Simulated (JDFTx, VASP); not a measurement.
Given: the input of a run of VASP 6.6.1 on MgS (Niningerite). 

INCAR

```
SYSTEM = MgS
  ALGO = Normal
  EDIFF = 1E-6
  EDIFFG = -0.01
  ENCUT = 600
  GGA = PE
  IBRION = 2
  ISIF = 3
  ISMEAR = -1
  IVDW = 11
  LASPH = .True.
  LCHARG = .False.
  LREAL = .False.
  LWAVE = .False.
  NELM = 100
  NSW = 40
  PREC = Accurate
  SIGMA = 0.05
```

KPOINTS

```
k-points
0
Gamma
  9 9 9
  0 0 0
```

The input POSCAR:

```
MgS
1.0
    0.0000000000      2.6016500000      2.6016500000
    2.6016500000      0.0000000000      2.6016500000
    2.6016500000      2.6016500000      0.0000000000
S Mg
1 1
Direct
    0.5000000000      0.5000000000      0.5000000000
    0.0000000000      0.0000000000      0.0000000000
```

Potentials or basis: VASP PAW PBE potentials, release 64 (S, Mg).

Launch:

```console
$ cat potpaw_PBE.64/S/POTCAR potpaw_PBE.64/Mg/POTCAR > POTCAR
$ mpirun -np 1 vasp_std > vasp.out
```

**Question.** What does the same run look like in JDFTx 1.7.0 (patched build)? Potentials or basis there: PseudoDojo-SR-PBE-0.5-standard, cutoff 1143 eV.

**Answer.** As run (cutoffs and basis follow the program's own potentials, and thresholds, step limits or extra output files can differ):

Contents of MgS.in:

```
lattice Face-Centered Cubic 9.8328119443
coords-type Lattice
ion S      0.5000000000     0.5000000000     0.5000000000 1
ion Mg     0.0000000000     0.0000000000     0.0000000000 1

ion-species pseudo/S.upf
ion-species pseudo/Mg.upf
elec-cutoff 42 336
elec-ex-corr gga-PBE
van-der-waals D3
kpoint-folding 9 9 9
elec-smearing Fermi 0.0018374661
elec-n-bands 14
electronic-SCF nIterations 100 energyDiffThreshold 1e-09
electronic-minimize nIterations 30 energyDiffThreshold 1e-7
forces-output-coords Cartesian
lattice-minimize nIterations 40 energyDiffThreshold 1e-6

dump-name run.$VAR
dump End Ecomponents EigStats BandEigs Kpoints Forces Stress
```

Potentials or basis: PseudoDojo-SR-PBE-0.5-standard.

Run with:

```console
$ jdftx -c 1 -i MgS.in -o MgS.out
```

Both were run:

|  | VASP | JDFTx |
| --- | --- | --- |
| Relaxed volume | 17.47 Å³/atom | 17.55 Å³/atom |
| Relaxed cell | a = 3.670 Å, b = 3.670 Å, c = 3.670 Å, α = 60.00°, β = 60.00°, γ = 60.00° | a = 3.675 Å, b = 3.675 Å, c = 3.675 Å, α = 60.00°, β = 60.00°, γ = 60.00° |
| Space group after relaxing | Fm-3m (No. 225) | Fm-3m (No. 225) |
| Pressure after relaxing | 0.0 GPa | 0.0 GPa |

The potentials hold 8 and 16 valence electrons a cell.

Pressure is positive in compression.
